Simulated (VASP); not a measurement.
Write the native input for VASP 6.6.1 that does the following.

```yaml
Task: electrostatic potential
Functional: r2SCAN
Potentials_or_basis: VASP PAW PBE potentials, release 64 (Si, Mg)
Cutoff: 520 eV
k_mesh: 8 × 8 × 8
Occupations: gaussian, width 0.02 eV
Spin: no spin polarisation
Further_INCAR_settings: ALGO = Normal; EDIFF = 1e-06
```

The structure of Mg2Si lies in POSCAR:

```
Mg2Si                                   
1.0
   -0.0000000000      3.1636547457      3.1636547457
    3.1636547457      0.0000000000      3.1636547457
    3.1636547457      3.1636547457     -0.0000000000
  Si              Mg            
     1     2
Direct
     0.0000000000000000    1.0000000000000000    1.0000000000000000
     0.2500000000000000    0.2500000000000000    0.2500000000000000
     0.7500000000000000    0.7500000000000000    0.7500000000000000
```

The cell was built by a generator and needn't be a form met in nature.

These files were run (other wordings do the same):

INCAR

```
SYSTEM = Mg2Si
  PREC = Accurate
  ENCUT = 520
  EDIFF = 1E-6
  ISMEAR = 0
  SIGMA = 0.02
  LREAL = .False.
  LASPH = .True.
  NELM = 80
  ALGO = Normal
  ISIF = 2
  LWAVE = .False.
  LCHARG = .True.
  METAGGA = R2SCAN
  LMIXTAU = .True.
  LVHAR = .True.
```

KPOINTS

```
regular mesh
0
Gamma
  8 8 8
  0 0 0
```

Potentials or basis: VASP PAW PBE potentials, release 64 (Si, Mg).

Run with:

```sh
$ cat potpaw_PBE.64/Si/POTCAR potpaw_PBE.64/Mg/POTCAR > POTCAR
$ mpirun -np 1 vasp_std > vasp.out
```

Results of the run:

The pressure is 0.0 GPa. The band gap on the k mesh is 0.44 eV, indirect (least direct gap 2.49 eV).

Caveat: the PAW data sets were made with another functional, which shifts forces and pressure a little.

It took 38 s on 1 thread of Intel(R) Xeon(R) 6975P-C (Granite Rapids), with other jobs on the host, peak memory 0.22 GiB.
